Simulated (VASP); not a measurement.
# BeTe (F-43m) in VASP: a series of runs

Runs on BeTe. Level: PBE. Tasks: relaxation of cell and atoms, electrostatic potential.

All numbers are computed with VASP 6.6.1; they aren't measurements. Logs are shortened: lines on timing, memory, paths and dates and some standing lists are left out, and cuts for length are marked.

## (1) The crystal as given

Symmetry: F-43m, No. 216, cubic system. Conventional cell: a = 5.620 Å, b = 5.620 Å, c = 5.620 Å, α = 90.00°, β = 90.00°, γ = 90.00°. Around Be (site symmetry -43m) lie 4 Te at 2.43 Å. Around Te (site symmetry -43m) lie 4 Be at 2.43 Å.

The cell was built by a generator and needn't be a form met in nature.

## (2) Relaxation of cell and atoms, PBE

Input file INCAR:

```
SYSTEM = BeTe
ALGO = Fast
EDIFF = 1E-7
EDIFFG = -0.005
ENCUT = 600
GGA = PE
IBRION = 2
ISIF = 3
ISMEAR = 0
LASPH = .TRUE.
LCHARG = .FALSE.
LREAL = .FALSE.
LWAVE = .FALSE.
NELM = 120
NSW = 40
PREC = Accurate
SIGMA = 0.02
```

Input file KPOINTS:

```
k-points
0
G
  10 10 10
  0 0 0
```

Input file POSCAR:

```
BeTe
1.0
    0.0000000000      2.8100000000      2.8100000000
    2.8100000000      0.0000000000      2.8100000000
    2.8100000000      2.8100000000      0.0000000000
Be Te
1 1
Direct
    0.0000000000      0.0000000000      0.0000000000
    0.2500000000      0.2500000000      0.2500000000
```

Potentials or basis: VASP PAW PBE potentials, release 64 (Be, Te).

The run is started by

```bash
cat potpaw_PBE.64/Be/POTCAR potpaw_PBE.64/Te/POTCAR > POTCAR
mpirun -np 1 vasp_std > vasp.out
```

OUTCAR:

```text
SYSTEM = BeTe
   EDIFF = 1E-7
   EDIFFG = -0.005
   ENCUT = 600
   GGA = PE
   IBRION = 2
   ISIF = 3
   ISMEAR = 0
   LASPH = .TRUE.
   LREAL = .FALSE.
   NELM = 120
   NSW = 40
   PREC = Accurate

 ion  position               nearest neighbor table
   1  0.000  0.000  0.000-   2 2.43   2 2.43   2 2.43   2 2.43
   2  0.250  0.250  0.250-   1 2.43   1 2.43   1 2.43   1 2.43

  LATTYP: Found a face centered cubic cell.
 ALAT       =     5.6200000000

  Lattice vectors:

 A1 = (   0.0000000000,   2.8100000000,   2.8100000000)
 A2 = (   2.8100000000,   0.0000000000,   2.8100000000)
 A3 = (   2.8100000000,   2.8100000000,   0.0000000000)

Analysis of symmetry for initial positions (statically):
=====================================================================
 Subroutine PRICEL returns:
 Original cell was already a primitive cell.

 Routine SETGRP: Setting up the symmetry group for a
 face centered cubic supercell.

 Subroutine GETGRP returns: Found 24 space group operations
 (whereof 24 operations were pure point group operations)
 out of a pool of 48 trial point group operations.

The static configuration has the point symmetry T_d .

Analysis of symmetry for dynamics (positions and initial velocities):
=====================================================================
 Subroutine PRICEL returns:
 Original cell was already a primitive cell.

 Routine SETGRP: Setting up the symmetry group for a
 face centered cubic supercell.

 Subroutine GETGRP returns: Found 24 space group operations
 (whereof 24 operations were pure point group operations)
 out of a pool of 48 trial point group operations.

The dynamic configuration has the point symmetry T_d .

 Subroutine INISYM returns: Found 24 space group operations
 (whereof 24 operations are pure point group operations),
 and found     1 'primitive' translations

----------------------------------------------------------------------------------------

                                     Primitive cell

  volume of cell :      44.3761

  direct lattice vectors                    reciprocal lattice vectors
     0.000000000  2.810000000  2.810000000    -0.177935943  0.177935943  0.177935943
     2.810000000  0.000000000  2.810000000     0.177935943 -0.177935943  0.177935943
     2.810000000  2.810000000  0.000000000     0.177935943  0.177935943 -0.177935943

  length of vectors
     3.973940110  3.973940110  3.973940110     0.308194094  0.308194094  0.308194094

  position of ions in fractional coordinates (direct lattice)
     0.000000000  0.000000000  0.000000000
[... 98 lines left out ...]
     AMIX_MAG =   1.60;   BMIX_MAG =  1.00
  volume/ion in A,a.u.               =      22.19       149.73
  Fermi-wavevector in a.u.,A,eV,Ry     =   0.924816  1.747648 11.636845  0.855284
  Thomas-Fermi vector in A             =   2.050602
   LORBIT       =      0    0 simple, 1 ext, 2 COOP (PROOUT), +10 PAW based schemes
   GGA     = PE    functional components
   LHFCALC =     F    Hartree Fock is set to
   AEXX    =    0.0000 exact exchange contribution
   IVDW    =     0    specifies the selected vdW correction
   LEPSILON=     F    determine dielectric tensor
   LRPA    =     F    only Hartree local field effects (RPA)
 conjugate gradient relaxation of ions
 non-spin polarized calculation
 RMM-DIIS sequential band-by-band and
 Gauss-broadening in eV      SIGMA  =   0.02
  energy-cutoff  :      600.00
  volume of cell :       44.38
 maximum number of plane-waves:      1494
   NGX = 15   NGY = 15   NGZ = 15

--------------------------------------- Ionic step        1  -------------------------------------------

 number of electron       8.0000000 magnetization

 Free energy of the ion-electron system (eV)
  ---------------------------------------------------
  ext. energy  EPLUGINS =         0.00000000
  ---------------------------------------------------
  free energy    TOTEN  =        -7.61972692 eV

  energy without entropy =       -7.61972692  energy(sigma->0) =       -7.61972692

------------------------ aborting loop because EDIFF is reached ----------------------------------------

  FORCE on cell =-STRESS in cart. coord.  units (eV):
  Direction    XX          YY          ZZ          XY          YZ          ZX
  --------------------------------------------------------------------------------------
  -------------------------------------------------------------------------------------
  Total        0.4229155      0.4229155      0.4229155      0.0000000     -0.0000000     -0.0000000
  in kB       15.2691626     15.2691626     15.2691626      0.0000000     -0.0000000     -0.0000000
  external PRESSURE =      15.2691626 kB  Pullay stress =       0.0000000 kB
[... 59 lines left out ...]
--------------------------------------- Ionic step        3  -------------------------------------------

 number of electron       8.0000000 magnetization

 Free energy of the ion-electron system (eV)
  ---------------------------------------------------
  ext. energy  EPLUGINS =         0.00000000
  ---------------------------------------------------
  free energy    TOTEN  =        -7.62507141 eV

  energy without entropy =       -7.62507141  energy(sigma->0) =       -7.62507141

 E-fermi :   5.0274     XC(G=0):  -8.9801

 val. band max:        4.8833743946   @ k =   0.0000   0.0000   0.0000
 cond. band min:       6.9035646552   @ k =   0.5000   0.5000   0.0000
 fundamental gap:      2.0201902605
 Fermi energy:         5.0273901559

 k-point     1 :       0.0000    0.0000    0.0000
  band No.  band energies     occupation
      1      -7.2889      2.00000
      2       4.8834      2.00000
      3       4.8834      2.00000
      4       4.8834      2.00000
      5       8.5088      0.00000
      6       8.5088      0.00000
      7       8.5088      0.00000
      8       8.5657      0.00000
[... 243 lines left out ...]
 k-point    24 :       0.4000    0.3000    0.0000
  band No.  band energies     occupation
      1      -5.9864      2.00000
      2       0.6979      2.00000
      3       2.4550      2.00000
      4       2.7187      2.00000
      5       7.4092      0.00000
      6       8.5828      0.00000
      7      12.3498      0.00000
      8      12.5512      0.00000

 [... further k-points ...]

------------------------ aborting loop because EDIFF is reached ----------------------------------------

  FORCE on cell =-STRESS in cart. coord.  units (eV):
  Direction    XX          YY          ZZ          XY          YZ          ZX
  --------------------------------------------------------------------------------------
  -------------------------------------------------------------------------------------
  Total        0.0014115      0.0014115      0.0014115     -0.0000000      0.0000000      0.0000000
  in kB        0.0496753      0.0496753      0.0496753     -0.0000000      0.0000000      0.0000000
  external PRESSURE =       0.0496753 kB  Pullay stress =       0.0000000 kB
[... 17 lines left out ...]
  FREE ENERGIE OF THE ION-ELECTRON SYSTEM (eV)
  ---------------------------------------------------
  free  energy   TOTEN  =        -7.6250714060 eV

  energy  without entropy=       -7.6250714060  energy(sigma->0) =       -7.62507141

 reached required accuracy - stopping structural energy minimisation
```

It took 24 s on 1 thread of Intel Xeon Platinum 8488C (Sapphire Rapids), shared host; peak memory 0.2 GiB.

Results:

* Free energy: -7.6251 eV
* Relaxed volume: 22.76 Å³/atom
* Relaxed cell: a = 4.008 Å, b = 4.008 Å, c = 4.008 Å, α = 60.00°, β = 60.00°, γ = 60.00°
* Space group after relaxing (to 0.05 Å): F-43m (No. 216)
* Energy gained by relaxing: 2.7 meV/atom
* Ionic steps: 3
* Pressure after relaxing: 0.0 GPa
* Band gap on the k mesh: 2.02 eV, indirect (least direct gap 3.63 eV)

Step by step:
| step | energy change (eV) | largest force (eV/Å) | pressure (GPa) | volume (Å³) |
| --- | --- | --- | --- | --- |
| 1 | 0.0000 | 0.0000 | 1.53 | 44.38 |
| 2 | -0.0052 | 0.0000 | -0.27 | 45.75 |
| 3 | -0.0053 | 0.0000 | 0.00 | 45.52 |

Final structure:
```yaml
crystal:
  lattice:
    - [0.00000, 2.83404, 2.83404]
    - [2.83404, 0.00000, 2.83404]
    - [2.83404, 2.83404, 0.00000]
  atoms:
    - { symbol: Be, position: [0.00000, 0.00000, 0.00000] }
    - { symbol: Te, position: [0.25000, 0.25000, 0.25000] }
```

Levels at points of the mesh, in eV from the valence-band top:
| k point | band 2 | band 3 | band 4 | band 5 | band 6 | band 7 |
| --- | --- | --- | --- | --- | --- | --- |
| (0.00, 0.00, 0.00) | 0.00 | 0.00 | 0.00 | 3.63 | 3.63 | 3.63 |
| (0.50, 0.00, 0.00) | -5.42 | -1.10 | -1.10 | 3.03 | 4.60 | 4.60 |
| (0.50, 0.50, 0.00) | -5.01 | -2.57 | -2.57 | 2.02 | 2.69 | 9.58 |

Caveat: spin-orbit coupling is left out, which moves the levels of the heavy elements.

## (3) Electrostatic potential, PBE

This run uses another cell than the first one, of 22.76 Å³/atom, 1.026 times its volume.

Input file INCAR:

```
ALGO     = Fast           # electronic algorithm
EDIFF    = 1E-7           # SCF threshold, eV
ENCUT    = 520            # plane-wave cutoff, eV
GGA      = PE             # functional
ISIF     = 2              # what is computed and relaxed
ISMEAR   = 0              # smearing method
LASPH    = T              # aspherical terms in the spheres
LCHARG   = T              # write CHGCAR
LREAL    = F              # projectors in reciprocal space
LVHAR    = T            
LWAVE    = F              # write WAVECAR
NELM     = 100            # most SCF steps
PREC     = Accurate       # precision mode
SIGMA    = 0.02           # smearing width, eV
```

Input file KPOINTS:

```
k-points
0
Gamma
  10 10 10
```

Input file POSCAR:

```
BeTe                                    
1.0
   -0.0000000000      2.8340433745      2.8340433745
    2.8340433745     -0.0000000000      2.8340433745
    2.8340433745      2.8340433745      0.0000000000
  Be              Te            
     1     1
Direct
     0.0000000000000000    0.0000000000000000    0.0000000000000000
     0.2500000000000000    0.2500000000000000    0.2500000000000000
```

Potentials or basis: VASP PAW PBE potentials, release 64 (Be, Te).

The run is started by

```bash
cat potpaw_PBE.64/Be/POTCAR potpaw_PBE.64/Te/POTCAR > POTCAR
mpirun -np 1 vasp_std > vasp.out
```

OUTCAR:

```text
EDIFF = 1E-7
   ENCUT = 520
   GGA = PE
   ISIF = 2
   ISMEAR = 0
   LASPH = T
   LREAL = F
   NELM = 100
   PREC = Accurate

 ion  position               nearest neighbor table
   1  0.000  0.000  0.000-   2 2.45   2 2.45   2 2.45   2 2.45
   2  0.250  0.250  0.250-   1 2.45   1 2.45   1 2.45   1 2.45

  LATTYP: Found a face centered cubic cell.
 ALAT       =     5.6680867490

  Lattice vectors:

 A1 = (   0.0000000000,   2.8340433745,   2.8340433745)
 A2 = (   2.8340433745,   0.0000000000,   2.8340433745)
 A3 = (   2.8340433745,   2.8340433745,   0.0000000000)

Analysis of symmetry for initial positions (statically):
=====================================================================
 Subroutine PRICEL returns:
 Original cell was already a primitive cell.

 Routine SETGRP: Setting up the symmetry group for a
 face centered cubic supercell.

 Subroutine GETGRP returns: Found 24 space group operations
 (whereof 24 operations were pure point group operations)
 out of a pool of 48 trial point group operations.

The static configuration has the point symmetry T_d .

Analysis of symmetry for dynamics (positions and initial velocities):
=====================================================================
 Subroutine PRICEL returns:
 Original cell was already a primitive cell.

 Routine SETGRP: Setting up the symmetry group for a
 face centered cubic supercell.

 Subroutine GETGRP returns: Found 24 space group operations
 (whereof 24 operations were pure point group operations)
 out of a pool of 48 trial point group operations.

The dynamic configuration has the point symmetry T_d .

 Subroutine INISYM returns: Found 24 space group operations
 (whereof 24 operations are pure point group operations),
 and found     1 'primitive' translations

----------------------------------------------------------------------------------------

                                     Primitive cell

[... 115 lines left out ...]
   GGA     = PE    functional components
   LHFCALC =     F    Hartree Fock is set to
   AEXX    =    0.0000 exact exchange contribution
   IVDW    =     0    specifies the selected vdW correction
   LEPSILON=     F    determine dielectric tensor
   LRPA    =     F    only Hartree local field effects (RPA)
 non-spin polarized calculation
 RMM-DIIS sequential band-by-band and
 Gauss-broadening in eV      SIGMA  =   0.02
  energy-cutoff  :      520.00
  volume of cell :       45.52
 maximum number of plane-waves:      1244
 NGX is ok and might be reduce to    30
   NGX = 15   NGY = 15   NGZ = 15

 number of electron       8.0000001 magnetization

 Free energy of the ion-electron system (eV)
  ---------------------------------------------------
  ext. energy  EPLUGINS =         0.00000000
  ---------------------------------------------------
  free energy    TOTEN  =        -7.62507073 eV

  energy without entropy =       -7.62507073  energy(sigma->0) =       -7.62507073

 E-fermi :   5.0276     XC(G=0):  -8.9801

 val. band max:        4.8834524532   @ k =   0.0000   0.0000   0.0000
 cond. band min:       6.9036779618   @ k =   0.5000   0.5000   0.0000
 fundamental gap:      2.0202255086
 Fermi energy:         5.0275733386

 k-point     1 :       0.0000    0.0000    0.0000
  band No.  band energies     occupation
      1      -7.2888      2.00000
      2       4.8835      2.00000
      3       4.8835      2.00000
      4       4.8835      2.00000
      5       8.5090      0.00000
      6       8.5090      0.00000
      7       8.5090      0.00000
      8       8.5658      0.00000
[... 243 lines left out ...]
 k-point    24 :       0.4000    0.3000    0.0000
  band No.  band energies     occupation
      1      -5.9864      2.00000
      2       0.6980      2.00000
      3       2.4550      2.00000
      4       2.7188      2.00000
      5       7.4093      0.00000
      6       8.5829      0.00000
      7      12.3500      0.00000
      8      12.5515      0.00000

 [... further k-points ...]

------------------------ aborting loop because EDIFF is reached ----------------------------------------

  FORCE on cell =-STRESS in cart. coord.  units (eV):
  Direction    XX          YY          ZZ          XY          YZ          ZX
  --------------------------------------------------------------------------------------
  -------------------------------------------------------------------------------------
  Total        0.0021506      0.0021506      0.0021506      0.0000000     -0.0000000     -0.0000000
  in kB        0.0756862      0.0756862      0.0756862      0.0000000     -0.0000000     -0.0000000
  external PRESSURE =       0.0756862 kB  Pullay stress =       0.0000000 kB

 VOLUME and BASIS-vectors are now :
 -----------------------------------------------------------------------------
  energy-cutoff  :      520.00
  volume of cell :       45.52
      direct lattice vectors                 reciprocal lattice vectors
     0.000000000  2.834043375  2.834043375    -0.176426375  0.176426375  0.176426375
     2.834043375  0.000000000  2.834043375     0.176426375 -0.176426375  0.176426375
     2.834043375  2.834043375  0.000000000     0.176426375  0.176426375 -0.176426375

 POSITION                                       TOTAL-FORCE (eV/Angst)
 -----------------------------------------------------------------------------------
      0.00000      0.00000      0.00000         0.000000      0.000000      0.000000
      1.41702      1.41702      1.41702        -0.000000     -0.000000     -0.000000
 -----------------------------------------------------------------------------------
    total drift:                                0.000000      0.000000      0.000000

  FREE ENERGIE OF THE ION-ELECTRON SYSTEM (eV)
  ---------------------------------------------------
  free  energy   TOTEN  =        -7.6250707269 eV

  energy  without entropy=       -7.6250707269  energy(sigma->0) =       -7.62507073
```

stdout:

```text
POSCAR found type information on POSCAR BeTe
 POSCAR found :  2 types and       2 ions
 scaLAPACK will be used
 LDA part: xc-table for (Slater+PW92), standard interpolation
 POSCAR, INCAR and KPOINTS ok, starting setup
 FFT: planning ... GRIDC
 FFT: planning ... GRID_SOFT
 FFT: planning ... GRID
 WAVECAR not read
 entering main loop
```

It took 13 s on 1 thread of Intel Xeon Platinum 8488C (Sapphire Rapids), shared host; peak memory 0.17 GiB.

What came out:

```yaml
Free_energy: -7.6251 eV
Pressure: 0.0 GPa
Band_gap_on_the_k_mesh: 2.02 eV, indirect (least direct gap 3.63 eV)
```

Levels at points of the mesh, in eV from the valence-band top:
```
           k point  band 1  band 2  band 3  band 4  band 5  band 6  band 7  band 8
(0.00, 0.00, 0.00)  -12.17    0.00    0.00    0.00    3.63    3.63    3.63    3.68
(0.50, 0.00, 0.00)  -10.88   -5.42   -1.10   -1.10    3.03    4.60    4.60    7.82
(0.50, 0.50, 0.00)  -10.40   -5.01   -2.57   -2.57    2.02    2.69    9.58    9.58
```

Caveat: spin-orbit coupling is left out, which moves the levels of the heavy elements.
